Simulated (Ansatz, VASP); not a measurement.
One calculation of BN, two programs

Contents of POSCAR:

```
BN
1.0
    2.4404775019      0.0000000000      0.0000000000
   -1.2202387509      2.1135155140      0.0000000000
    0.0000000000      0.0000000000      3.9193819944
B N
2 2
Direct
    0.0000000000      0.0000000000      0.0000000000
    0.0000000000      0.0000000000      0.5000000000
    0.3333333333      0.6666666667      0.2500000000
    0.6666666667      0.3333333333      0.7500000000
```

The input INCAR.step1:

```
SYSTEM = BN
PREC = Accurate
ENCUT = 520
ISMEAR = 0
SIGMA = 0.01
LREAL = .False.
LASPH = .True.
NELM = 80
NBANDS = 16
GGA = PE
ALGO = Normal
EDIFF = 1E-4
LWAVE = .True.
LCHARG = .False.
```

File INCAR.step2:

```
SYSTEM = BN
PREC = Accurate
ENCUT = 520
EDIFF = 1E-6
ISMEAR = 0
SIGMA = 0.01
LREAL = .False.
LASPH = .True.
NELM = 80
ALGO = Normal
ISIF = 2
LWAVE = .False.
LCHARG = .False.
METAGGA = R2SCAN
LMIXTAU = .True.
NBANDS = 16
ISTART = 1
```

Contents of KPOINTS:

```
regular mesh
0
Gamma
  9 9 6
  0 0 0
```

Input for Ansatz:

```yaml
crystal:
  lattice:
    - [2.4404775019, 0.0, 0.0]
    - [-1.2202387509, 2.113515514, 0.0]
    - [0.0, 0.0, 3.9193819944]
  atoms:
    - { symbol: B, position: [0.0, 0.0, 0.0] }
    - { symbol: B, position: [0.0, 0.0, 0.5] }
    - { symbol: "N", position: [0.3333333333, 0.6666666667, 0.25] }
    - { symbol: "N", position: [0.6666666667, 0.3333333333, 0.75] }
kpoints:
  mp_grid: { grid: [9, 9, 6] }
hamiltonian:
  xc: r2scan
scf:
  occupations: { method: fixed }
  n_extra_bands: 5
output:
  forces: true
  stress: true
  eigenvalues: true
```

Alike in both runs: task single point; functional r2SCAN; k mesh 9 × 9 × 6; no spin polarisation.

|  | VASP | Ansatz |
| --- | --- | --- |
| version | VASP 6.6.1 | Ansatz 0.2.0 |
| potentials or method | VASP PAW PBE potentials, release 64 (B, N) | plane waves, PAW |
| plane-wave cutoff (eV) | 520 | 500 |
| occupations | gaussian, width 0.01 eV | fixed |
| valence electrons in the cell | 16 | 16 |

Ansatz gave:

* gap on the k mesh at the Fermi level (eV): 2.26
* pressure (GPa): 27.2
* largest component of the traceless stress (GPa): 1.71

Q: Estimate VASP's values.

A: gap on the k mesh at the Fermi level (eV): 2.25; pressure (GPa): 27.8; largest component of the traceless stress (GPa): 1.58.

Caveats: so large a pressure means that the cell lies far from this level's equilibrium, or that cutoff or potentials fall short (VASP); the potentials were made for another functional, which shifts forces and pressure (VASP); an odd mesh through Γ misses points on the zone boundary, where band edges often lie. r2SCAN opens gaps a little over a GGA but as a rule still falls short of measured ones.
